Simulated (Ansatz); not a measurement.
# Structures of Ti2C: which is lowest?

Plane-wave DFT in Ansatz with scalar-relativistic PAW potentials, cutoff 500 eV, Γ-centred meshes chosen by cell and gap, Gaussian smearing with energies taken to zero width. Every cell was relaxed (cell and atoms) in a run of its own, within the symmetry of its start. Functional: r2SCAN.

Relaxed structures (starts from databases or built by putting these elements on another compound's sites):
A. Fd-3m, 12 atoms in the computed cell, a = 8.620 Å; sites (symmetry × multiplicity) Ti .3m × 32, C .-3m × 16; start: database
B. R-3m, 3 atoms in the computed cell, a = 3.078 Å, c = 14.463 Å; sites (symmetry × multiplicity) Ti 3m × 6, C -3m × 3; start: database

Task: Rank them by energy. Could pressure change the order?

Result:
| structure | group | E − E(lowest) (meV/atom) | V (Å³/atom) | gap on mesh (eV) |
| --- | --- | --- | --- | --- |
| A | Fd-3m | 0.0 | 13.35 | 0.00 |
| B | R-3m | 15.2 | 13.18 | 0.00 |

A is lowest, 15 meV/atom under B. The two lowest differ in volume by under 3 %, too little for a first-order estimate of what pressure does to that pair (other pairs aren't weighed here); with rigid cells even 3 % in favour of the higher one would need about 6 GPa. Other structures may lie lower than all of these, and vibrations aren't counted.